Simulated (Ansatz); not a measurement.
**MoSe$_{2}$: a prediction, then the measurements**

These are results of DFT PBE, scalar-relativistic, plane waves, PAW in Ansatz, not measurements.

Cutoff 420 eV; k points 12×12×2 on the computed 6-atom cell (Γ-centred); Gaussian smearing, width 0.02 eV; no spin polarisation.

Relaxed structure:

```
Mo Se
1.0
     3.32047    0.00000    0.00000
    -1.66023    2.87561    0.00000
     0.00000    0.00000   15.14394
Mo Se
2 4
Direct
  0.33333 0.66667 0.25000
  0.66667 0.33333 0.75000
  0.33333 0.66667 0.63981
  0.66667 0.33333 0.13981
  0.33333 0.66667 0.86019
  0.66667 0.33333 0.36019
```

- Space group: P6_3/mmc (No. 194)
- Volume per atom: 24.10 Å³
- Formation energy from the elements' standard states (uncorrected): -0.684 eV/atom
- Kohn–Sham band gap: 1.43 eV
- Orbital (Löwdin) character of the top 1 eV of the valence band: Mo 4d 60 %, Se 4p 37 %
- Orbital (Löwdin) character of the lowest 1 eV of the conduction band: Mo 4d 65 %, Se 4p 30 %
- Bader charge by site (e): Mo (2 in the cell) 0.98, Se (4 in the cell) -0.49

The cell holds layers, chains or molecules and no dispersion correction was added, so their binding is poorly described.

A magnetic start lost its moments in a first run, so spin was left out; other magnetic orders weren't tried.

**Against measurements.**

Against the measured lattice constant a of MoSe2, 3.288 Å (a printed reference work (data compilation)), the calculated 3.320 Å is off by +1.0 %. Measured lattice constant c of MoSe2: 12.93 Å (quoted in “Pressure coefficients for direct optical transitions in MoS2, MoSe2, WS2, and WSe2 crystals and semiconductor to metal transitions”, 2016, pmc:4877596). This calculation gives 15.144 Å (+17.1 %). The calculation is for 0 K without zero-point motion.

It was relaxed from a cell as deposited in COD. Kohn–Sham gaps at this level usually fall short of measured ones. Löwdin shares on free-atom orbitals overweight diffuse shells in the empty bands.
